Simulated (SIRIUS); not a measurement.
CuO in SIRIUS: the effect of target pressure

The system is CuO.

```
Cu O
1.0
     2.83633    0.00000    0.00000
    -1.41816    2.45633    0.00000
     0.00000    0.00000    2.76811
Cu O
1 1
Direct
  0.00000 0.00000 0.00000
  0.66667 0.33333 0.50000
```

Measurements of this composition are mostly on another form, of space group No. 15.

Alike in all runs:

- Program: SIRIUS 7.12.0
- Task: relaxation of cell and atoms
- Functional: PBE
- Potentials or basis: PseudoDojo 0.4.1 PBE standard (scalar relativistic)
- Cutoff: 1254 eV
- Density cutoff: 5016 eV
- k mesh: 5 × 5 × 4
- Occupations: fermi-dirac, width 0.05 eV
- Spin: no spin polarisation

Each run relaxes the cell or the atoms first.

```csv
target pressure,relaxed volume (Å³/atom)
0 GPa,9.69
5 GPa,9.41
10 GPa,9.18
20 GPa,8.78
30 GPa,?
```

What does the run with target pressure 30 GPa give?

Relaxed volume 8.46 Å³/atom.

Worked out: In Murnaghan's law V^(-B') rises as a straight line in P. The other rows fit best with B' = 4.3, V0 = 9.69 Å³/atom and B0 = 163 GPa, which gives 8.46 Å³/atom at 30 GPa, against the run's 8.46.

Caveats: all runs use coarse meshes; an odd number of electrons without spin polarisation forces a metal; a magnetic or distorted state may lie lower; the run has no spin polarisation, though such a crystal can be magnetic.
